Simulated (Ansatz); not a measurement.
A run of Ansatz 0.2.0 is set up as follows.

Contents of input.yaml:

```yaml
crystal:
  lattice: { a: 2.6550824406, b: 2.6550824406, c: 2.6550824406, alpha: 109.4712206345, beta: 109.4712206345, gamma: 109.4712206345 }
  atoms:
    - { symbol: Ta, position: [0.0, 0.0, 0.0], spin: 0.5 }
kpoints:
  mp_grid: { grid: [11, 11, 11] }
scf:
  occupations: { method: gaussian, width: 0.05 }
hamiltonian:
  xc: blyp
  pseudopotentials: { kind: all_electron, datasets: crystal }
magnetization:
  spin_polarized: true
output:
  forces: true
  stress: true
  eigenvalues: true
  efg: {}
```

Potentials or basis: all-electron PAW datasets made for the crystal.

Launch:

```console
$ ansatz run input.yaml --threads 1 --pin off --max-ram 2560MiB --backend cpu --events-out ev --progress --plain --runs-dir out
```

(1) Estimate the band gap on the k mesh.

(2) What does it give for the net moment?

(3) Predict the pressure.

Results:

(1) none (metal or under the smearing width).

(2) 0.00 μB per cell.

(3) 83.2 GPa.

Caveat: the starting moments weren't kept.
